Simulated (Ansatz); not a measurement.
AlRu: two-dimensional strain map

The calculation used DFT PBE, scalar-relativistic, plane waves, PAW (Ansatz 0.2.0). Cutoff 420 eV, Γ-centred 20×20×20 k-points, Gaussian smearing of 0.15 eV. No spin polarisation. Energies are free energies at this smearing, counted from the undisturbed cell; pressure is positive in compression.

Zero of the scan (relaxed at this level; it needn't be the usual structure):

```
Al Ru
1.0
     3.00408    0.00000    0.00000
     0.00000    3.00408    0.00000
     0.00000    0.00000    3.00408
Al Ru
1 1
Direct
  0.00000 0.00000 0.00000
  0.50000 0.50000 0.50000
```

The cell is strained by p along both x and y and by q along z, fractional coordinates fixed. Points are written (p, q).

Energy above the undisturbed cell in meV/atom (a dash: not computed):

| p \ q | -0.030 | -0.015 | 0.000 | 0.015 | 0.030 |
| --- | --- | --- | --- | --- | --- |
| -0.030 | 77.2 | ? | 38.3 | 29.2 | 26.2 |
| -0.015 | ? | 18.3 | ? | 6.3 | 9.2 |
| 0.000 | 12.9 | 3.1 | 0.0 | 2.9 | 11.2 |
| 0.015 | 9.9 | 6.0 | 8.5 | 16.6 | 29.8 |
| 0.030 | 23.6 | 24.9 | 32.4 | 45.3 | ? |

Problem. Fill in the withheld energies.

Solution. (-0.030, -0.015): 54.1; (-0.015, -0.030): 34.5; (-0.015, 0.000): 9.2; (0.030, 0.030): 63.0.